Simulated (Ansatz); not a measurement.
# Where Cl_i (4-fold void) puts its levels in the gap of CsLi2Cl3 (Immm)

Charge states of Cl_i (4-fold void) in CsLi2Cl3 (Immm), set against the band edges. Model: a cell of 72 host atoms with 1 Cl put in.

Calculated with Ansatz 0.2.0; place-levels on PBEsol runs: charge-transition levels and formation energies with image-charge correction and potential alignment at the atomic sites.

**1. Set-up**

The cell holds 73 atoms: 12 Cs, 24 Li and 37 Cl. Cell: a = 13.503 Å, b = 11.191 Å, c = 12.249 Å, α = 90.0°, β = 90.0°, γ = 66.3°. It derives from CsLi2Cl3 (space group Immm). Nearest the centre at fractional (0.593, 0.221, 0.041): Cl73 at 0.00 Å, Cl44 at 2.31 Å, Cl69 at 2.32 Å, Cs26 at 2.32 Å, Cs50 at 2.32 Å, Cl47 at 2.90 Å, Li57 at 2.93 Å, Cl40 at 3.30 Å.

Known beforehand: the electronic dielectric constant, (2.85, 2.89, 2.78), and the static one, (6.77, 18.28, 7.27), from a response run on this crystal (DFPT, PBEsol) at that run's own cell.

The cell's shortest repeat is 11.2 Å.

**2. What was run first**

A transition level is the Fermi level at which two charge states cost the same, so each charge needs its own total energy, at its own relaxed structure.

Each atom starts 0.05 Å or so off its site in a random direction. Forces are taken at one point at (¼, ¼, ¼). The cell holds 1 electron more than the neutral one, with a uniform background that keeps it neutral on the whole.

The sampling was tested on the host first: at the k-points planned (1x1x1 shifted 0.25 0.25 0.25) its energy lies 0.002 eV an atom from the dense-mesh value, under the bound of 0.02 eV set for this test; that bounds the host's error, not the defect's.

One state's input; the others differ in charge, spin, start and seed, and in occupations where the table says so.

The input, qm1.relax/input.yaml:

```yaml
crystal:
  lattice:
    - [13.50323186, 0.0, 0.0]
    - [4.50107729, 10.24634267, 0.0]
    - [0.0, 0.0, 12.24892595]
  atoms:
    - { symbol: Cs, position: [0.0, 0.0, 0.5] }
    - { symbol: Cs, position: [0.08333333, 0.25, 0.0] }
[... 23 atom lines left out ...]
    - { symbol: Cs, position: [0.41666667, 0.25, 0.0] }
[... 3 atom lines left out ...]
    - { symbol: Li, position: [0.41666667, 0.25, 0.30716514] }
    - { symbol: Li, position: [0.5, 0.5, 0.80716514] }
[... 2 atom lines left out ...]
    - { symbol: Li, position: [0.41666667, 0.25, 0.69283486] }
    - { symbol: Li, position: [0.5, 0.5, 0.19283486] }
[... 1 atom line left out ...]
    - { symbol: Cl, position: [0.33333333, 0.5, 0.2720696] }
[... 1 atom line left out ...]
    - { symbol: Cl, position: [0.5, 0.0, 0.2720696] }
    - { symbol: Cl, position: [0.58333333, 0.25, 0.7720696] }
[... 2 atom lines left out ...]
    - { symbol: Cl, position: [0.5, 0.0, 0.7279304] }
    - { symbol: Cl, position: [0.58333333, 0.25, 0.2279304] }
[... 2 atom lines left out ...]
    - { symbol: Cl, position: [0.5, 0.5, 0.0] }
[... 2 atom lines left out ...]
    - { symbol: Cs, position: [0.75, 0.25, 0.0] }
[... 2 atom lines left out ...]
    - { symbol: Li, position: [0.66666667, 0.0, 0.80716514] }
    - { symbol: Li, position: [0.75, 0.25, 0.30716514] }
[... 2 atom lines left out ...]
    - { symbol: Li, position: [0.66666667, 0.0, 0.19283486] }
    - { symbol: Li, position: [0.75, 0.25, 0.69283486] }
[... 2 atom lines left out ...]
    - { symbol: Cl, position: [0.66666667, 0.5, 0.2720696] }
[... 1 atom line left out ...]
    - { symbol: Cl, position: [0.83333333, 0.0, 0.2720696] }
[... 5 atom lines left out ...]
    - { symbol: Cl, position: [0.66666667, 0.0, 0.0] }
[... 3 atom lines left out ...]
    - { symbol: Cl, position: [0.593057, 0.220829, 0.040694] }
  host:
    repeats: [3, 1, 1]
    atoms:
      - { symbol: Cs, position: [0.0, 0.0, 0.5] }
      - { symbol: Cs, position: [0.25, 0.25, 0.0] }
      # ... 22 more atoms of the perfect host
total_charge: -1
basis:
  ecutwfc: 420
  xc_grid: 2
hamiltonian:
  xc: pbesol
kpoints:
  mp_grid: { grid: [1, 1, 1], shift: [0.25, 0.25, 0.25] }
scf:
  occupations: { method: fixed }
  max_iter: 80
output:
  forces: true
  charged_corrections:
    epsilon: [2.85, 2.89, 2.78]
    static_epsilon: [6.77, 18.28, 7.27]
    defect_position: [0.593057, 0.220829, 0.040694]
relax:
  f_tol: 0.02
  max_steps: 80
  random_displacement: { amplitude: 0.05, seed: 2318 }
checkpoint:
  write: "../qm1.relax.run"
  compress: false
  write_wavefunctions: true
  write_every: 100000
```

Launch:

```bash
> ansatz run input.yaml --threads 4 --pin off --max-ram 14131MiB --backend cpu --events-out ev --progress --plain --runs-dir out
```

Defect states can disperse in a cell of this size, so the energy is taken again at a 2×2×2 shifted mesh, on the relaxed structure.

The run of this state that the levels use, under PBEsol:

The input, qm1.point/input.yaml:

```yaml
crystal:
  checkpoint: "../qm1.relax.run"
  host: checkpoint
total_charge: -1
basis:
  ecutwfc: 420
  xc_grid: 2
hamiltonian:
  xc: pbesol
kpoints:
  mp_grid: { grid: [2, 2, 2], shift: [0.5, 0.5, 0.5] }
scf:
  occupations: { method: fermi_dirac, width: 0.01 }
  max_iter: 80
output:
  forces: true
  eigenvalues: true
  charged_corrections:
    epsilon: [2.85, 2.89, 2.78]
    static_epsilon: [6.77, 18.28, 7.27]
    defect_position: [0.593057, 0.220829, 0.040694]
  eigenstates: { localisation: true }
  populations: true
  band_densities: [{ bands: [v1, v1] }, { bands: [c1, c1] }]
  write_density: true
  write_potential: true
  volumetric_format: npy
checkpoint:
  read: "../qm1.relax.run"
  write: "../qm1.point.run"
  compress: false
  write_wavefunctions: false
  write_every: 100000
```

Relaxations under PBEsol at one point at (¼, ¼, ¼); times on 4 threads of Arm Neoverse V2, shared host:

| charge | moment (μB) | occupations | outcome | steps | largest displacement against the far atoms (Å) | time |
| --- | --- | --- | --- | --- | --- | --- |
| −1 | 0 | fixed | converged | 17 | 1.91 | 4 min |
| 0 | 1 | fixed | converged | 18 | 1.63 | 11 min |
| +1 | 0 | fixed | converged | 16 | 1.31 | 4.6 min |

Single points under PBEsol at a 2×2×2 shifted mesh; times on 4 threads of Arm Neoverse V2, shared host:

| charge | moment (μB) | occupations | outcome | time |
| --- | --- | --- | --- | --- |
| −1 | 0 | fermi-dirac | converged | 2.2 min |
| 0 | 1 | fermi-dirac | converged | 4.5 min |
| +1 | 0 | fermi-dirac | converged | 2.5 min |

Distances (Å) from Cl73 to the nearest atoms after relaxation with PBEsol:

| charge | moment (μB) | 1. | 2. | 3. | 4. | 5. | 6. |
| --- | --- | --- | --- | --- | --- | --- | --- |
| −1 | 0 | Li 2.35 | Li 2.37 | Li 2.48 | Cl 3.00 | Cs 3.04 | Cs 3.26 |
| 0 | 1 | Cl 2.48 | Li 2.62 | Li 2.65 | Li 3.05 | Li 3.10 | Cs 3.21 |
| +1 | 0 | Cl 2.21 | Li 2.33 | Cl 2.36 | Cs 3.25 | Cs 3.29 | Cl 3.41 |

**3. Levels against the band edges, PBEsol**

A charged cell interacts with its images and the background, and its potential has another zero than the host's. place-levels removes the first by a point-charge model, screened by the static dielectric constant since the ions have relaxed around the charge, and the second by comparing potentials at atoms far from the defect.

The host is a run of the defect-free crystal in the same cutoffs, grids and k-points, so that basis and sampling errors cancel in part in the differences. Its band edges come from a run of the primitive cell that searches the zone for them. The host is run in a cell of 24 atoms on a matching mesh. Chemical potentials are energies per atom of Cl (Cl2 molecule), run with the same functional and cutoff.

The input, levels.point.yaml:

```yaml
host:
  run: host.point.run
  levels_from: { run: edges.point.run }
states: [qm1.point.run, q0_M1.point.run, qp1.point.run]
geometry_from:
  qm1.point.run: qm1.relax.run
  q0_M1.point.run: q0_M1.relax.run
  qp1.point.run: qp1.relax.run
  host.point.run: host.relax.run
chemical_potentials:
  Cl:
    energy: -1060.711994
    dataset: "<sha256 of the dataset>"
epsilon: [2.85, 2.89, 2.78]
static_epsilon: [6.77, 18.28, 7.27]
vertical:
  - { from: qm1.point.run, to: qm1.point_neutral.run }
  - { from: qp1.point.run, to: qp1.point_neutral.run }
```

Launch:

```bash
> ansatz place-levels levels.point.yaml -- --threads 4 --pin off --max-ram 14131MiB
```

Numbers of over 12 decimals in the logs are rounded to 6 here.

Output:

```text
[... repeated set-up lines and file paths are left out, and long positions are rounded to six places ...]
(+1/0) 1.018 eV above the valence edge, 4.333 eV under the conduction edge
(0/-1) 1.151 eV above the valence edge, 4.199 eV under the conduction edge
formation energy of charge +1: +0.193 eV with the Fermi level at the valence edge
formation energy of charge 0: +1.211 eV with the Fermi level at the valence edge
formation energy of charge -1: +2.362 eV with the Fermi level at the valence edge
vertical -1 to 0: no energy, since no alignment is typed
  the change from vertical[0].from (qm1.point.run) to vertical[0].to (qm1.point_neutral.run): by its spins about the atoms it stands at 0.575 0.247 0.281, with an rms radius of about 4.1 Å (2.4 2.0 2.7 Å across the planes of the cell's vectors); [...]
vertical +1 to 0: no energy, since no alignment is typed
  the change from vertical[1].from (qp1.point.run) to vertical[1].to (qp1.point_neutral.run): by its potential at epsilon [2.85, 2.89, 2.78] it stands at 0.634 0.100 0.087, with an rms radius of about 2.7 Å (0.0 1.7 2.0 Å across the planes of the cell's [...]
  edges by pbesol of host.levels_from (edges.point.run), its mesh sampled to repeats of 36.01 Å (the valence edge +0.044 eV and the conduction edge -0.312 eV from those of the host's own run), gap 5.351 eV; the host is sampled to repeats of 27.28 Å
  the defect's cells are sampled to repeats of 27.28 Å, like sampling
  charge +1: -111288.6863 eV with its correction of +0.329 eV, at epsilon [6.77, 18.28, 7.27], aligned at sites: +0.1610 eV, mean over 39 atomic sites at or beyond 5.60 Å from the defect at [0.5931, 0.2208, 0.0407], with +0.035066 for the charge's moments and [...]
  charge 0: +0.000 eV for its dipole among its images, +0.000 omitted
  charge -1: -111282.2751 eV with its correction of +0.029 eV, at epsilon [6.77, 18.28, 7.27], aligned at sites: +0.1392 eV, mean over 39 atomic sites at or beyond 5.60 Å from the defect at [0.5931, 0.2208, 0.0407], with +0.001089 for the charge's moments and [...]
  of states[2] (qp1.point.run): its displacements don't fall off away from the defect: farther atoms stand 0.058 Å off the host's places. [...]
  of states[1] (q0_M1.point.run): its alignment with the host at atomic sites is doubtful: a part of the defect, Cl at [0.5827, 0.2486, 0.3583], stands 3.90 Å off the defect's place or the host's site by it, at or past 3.34 Å (0.6 of the 5.60 Å from which on [...]
  of states[0] (qm1.point.run): it parts from the run at its places by a charge that spreads by about 2.7 Å along one vector (2.1 Å or more is wide), by the spins about the atoms, where the cell does not tell a trapped carrier from a band state. [...]
  of vertical[0].from (qm1.point.run): its displacements don't fall off away from the defect: farther atoms stand 0.098 Å off the host's places. [...]
  vertical[0].to (qm1.point_neutral.run): levels filled in part (TS 0.008 eV): its energy is of no whole electron's
  of vertical[0].to (qm1.point_neutral.run): its displacements don't fall off away from the defect: farther atoms stand 0.098 Å off the host's places. [...]
  of vertical[1].from (qp1.point.run): its displacements don't fall off away from the defect: farther atoms stand 0.058 Å off the host's places. [...]
  of vertical[1].to (qp1.point_neutral.run): its displacements don't fall off away from the defect: farther atoms stand 0.058 Å off the host's places. [...]
```

Wall time 0.3 s (4 threads of Arm Neoverse V2, shared host).

Levels between the charges placed, in eV above the valence top:

|  | gap (eV) | (+1/0) | (0/−1) |
| --- | --- | --- | --- |
| PBEsol | 5.35 | 1.02 | 1.15 |

Corrections by state:

| charge | moment (μB) | image terms and alignment (eV) | band filling (eV) | ε used | over the lowest of its charge, as the program ranks them, band filling apart (eV) |
| --- | --- | --- | --- | --- | --- |
| +1 | 0.0 | 0.329 | - | principal values (6.77, 7.27, 18.28) | 0.000 |
| 0 | 1.0 | 0.000 | - | - | 0.000 |
| −1 | 0.0 | 0.029 | - | principal values (6.77, 7.27, 18.28) | 0.000 |

The charged structures listed were also run neutral, and place-levels reads from each pair, by the potential or the spins, how wide the charge is by which they differ; that can be the carrier of either run.

| charge | rms radius (Å) | spread where it is widest against the cell (Å) | wide from (Å) | reading |
| --- | --- | --- | --- | --- |
| +1 | 2.7 | 1.74 | 1.77 | narrow |
| −1 | 4.1 | 2.75 | 2.12 | wide |

The neutral runs of these pairs need not share the spin of the lowest neutral state, and very wide values only mean spread over the cell.

From the program's caveats on the states, each cut to its opening words:

- charge +1: its displacements don't fall off away from the defect: farther atoms stand 0.058 Å off the host's places
- charge 0 (1 μB): its alignment with the host at atomic sites is doubtful: a part of the defect, Cl at [0.5827, 0.2486, 0.3583], stands 3.90 Å off the defect's place or the [...]
- charge −1: it parts from the run at its places by a charge that spreads by about 2.7 Å along one vector (2.1 Å or more is wide), by the spins about the atoms, where the [...]
- charge −1: its alignment with the host at atomic sites is doubtful: a part of the defect, Cl at [0.5528, 0.2937, 0.3759], stands 4.18 Å off the defect's place or the [...]
- charge −1: the far atoms show a dipole or second moment of the defect's charge, for which the correction takes or leaves out 0.109 eV: further moments aren't read, and [...]
- charge −1: its displacements don't fall off away from the defect: farther atoms stand 0.098 Å off the host's places

Chemical potentials of the elements' reference phases, run alike. Formation energy by charge state (elemental references; gap 5.35 eV):

| charge | at valence top (eV) | at conduction bottom (eV) | correction included (eV) |
| --- | --- | --- | --- |
| +1 | 0.19 | 5.54 | 0.33 |
| 0 | 1.21 | 1.21 | 0.00 |
| −1 | 2.36 | -2.99 | 0.03 |

```tsv
Fermi level (eV)	lowest formation energy (eV)
0.00	0.19
0.49	0.68
0.97	1.16
1.46	0.90
1.94	0.42
2.43	-0.07
2.92	-0.56
3.41	-1.04
3.89	-1.53
4.38	-2.02
4.86	-2.50
5.35	-2.99
```

**4. Effect of the sampling**

The relaxations' own energies give the levels at their sampling, for comparison.

The input, levels.relax_mesh.yaml:

```yaml
host:
  run: host.relax.run
  levels_from: { run: edges.relax.run }
states: [qm1.relax.run, q0_M1.relax.run, qp1.relax.run]
chemical_potentials:
  Cl:
    energy: -1060.711994
    dataset: "<sha256 of the dataset>"
```

Launch:

```bash
> ansatz place-levels levels.relax_mesh.yaml -- --threads 4 --pin off --max-ram 14131MiB
```

Output:

```text
(+1/0) 1.028 eV above the valence edge, 4.322 eV under the conduction edge
(0/-1) 1.138 eV above the valence edge, 4.213 eV under the conduction edge
formation energy of charge +1: +0.181 eV with the Fermi level at the valence edge
formation energy of charge 0: +1.209 eV with the Fermi level at the valence edge
formation energy of charge -1: +2.347 eV with the Fermi level at the valence edge
  edges by pbesol of host.levels_from (edges.relax.run), its mesh sampled to repeats of 36.01 Å (the valence edge +0.043 eV and the conduction edge -0.313 eV from those of the host's own run), gap 5.351 eV; the host is sampled to repeats of 13.64 Å
[... the lines on each state left out ...]
```

Run time: 0.11 s. Hardware: 4 threads.

Levels between neighbouring charges, in eV above the valence top:

|  | gap (eV) | (+1/0) | (0/−1) |
| --- | --- | --- | --- |
| one point at (¼, ¼, ¼) | 5.35 | 1.03 | 1.14 |
| a 2×2×2 shifted mesh | 5.35 | 1.02 | 1.15 |

Going from one point at (¼, ¼, ¼) to a 2×2×2 shifted mesh moves the levels that carry no band-filling term by up to 0.01 eV and formation energies against the elements by up to 0.02 eV.

**5. What a wrong or other choice does**

The levels are placed again with one choice changed, to see how much they rest on it.

levels.try0.yaml is levels.point.yaml with these lines changed:

```diff
-epsilon: [2.85, 2.89, 2.78]
-static_epsilon: [6.77, 18.28, 7.27]
+epsilon: 1.0001
+static_epsilon: 1.0001
```

Launch:

```bash
> ansatz place-levels levels.try0.yaml -- --threads 4 --pin off --max-ram 14131MiB
```

Output:

```text
(+1/0) 0.023 eV above the valence edge, 5.328 eV under the conduction edge
(0/-1) 2.206 eV above the valence edge, 3.145 eV under the conduction edge
formation energy of charge +1: +1.188 eV with the Fermi level at the valence edge
formation energy of charge 0: +1.211 eV with the Fermi level at the valence edge
formation energy of charge -1: +3.416 eV with the Fermi level at the valence edge
vertical -1 to 0: no energy, since no alignment is typed
vertical +1 to 0: no energy, since no alignment is typed
[...]
[... the lines on each state left out ...]
```

The change: no screening of the image charge.

Levels in eV above the valence top; the changed ones are not the defect's:

|  | gap (eV) | (+1/0) | (0/−1) |
| --- | --- | --- | --- |
| changed | 5.35 | 0.02 | 2.21 |
| as set up | 5.35 | 1.02 | 1.15 |

The largest shift is 1.05 eV.

**6. Results**

```json
{
  "gap of the host": "5.35 eV (PBEsol)",
  "level (plus 1/0)": "1.02 eV above the valence top",
  "level (0/minus 1)": "1.15 eV above the valence top",
  "lowest of the charges placed, just above the valence top (0.02 eV)": "+1",
  "lowest of the charges placed, just below the conduction bottom (0.02 eV)": "−1",
  "lowest formation energy at mid-gap of the charges run, elemental references": "-0.31 eV"
}
```

Of the charges placed (−1, 0 and +1), the lowest changes at 1.02 eV (+1/0) and 1.15 eV (0/−1) above the valence top, in a gap of 5.35 eV. Charges above +1 and below −1 were not placed, so these runs say nothing of levels that involve them. States placed: +1 at 0 μB; 0 at 1 μB; −1 at 0 μB. Other spin states or structures, where not listed, weren't placed. At charge −1, 0 and +1 the atom put in ends up to 1.4 Å from its starting place, so the name tells the start alone and the levels can join different sites. Going from one point at (¼, ¼, ¼) to a 2×2×2 shifted mesh moves the levels that carry no band-filling term by up to 0.01 eV and formation energies against the elements by up to 0.02 eV. The program doubts the alignment of potentials for at least one state, a sign that the cell is small. Keep in mind: PBEsol makes the gap too small and tends to spread out bound carriers; where a gas molecule sets a chemical potential or the host's formation energy, its binding is uncorrected; spin–orbit coupling, which can matter with heavy atoms, is left out.

[Logs are printed without paths, hosts, clocks, repeated set-up lines and the standing remarks that a program may print on its own settings, such as how far it seeks lower states.]

[Hosts, paths, dates, database ids (printed as entryN), source tags and the programs' standing remarks are cut or masked in the printed files.]

[Where a table of states has a column of steps, it counts the stored structures, which are thinned; the runs took as many ionic steps or more.]

[A defect's name tells the site on which it was built; relaxed atoms can leave that site.]

[For some hosts the program warned that the k-mesh of the response run may be too coarse for force constants and the static dielectric constant; such warnings are not shown here.]
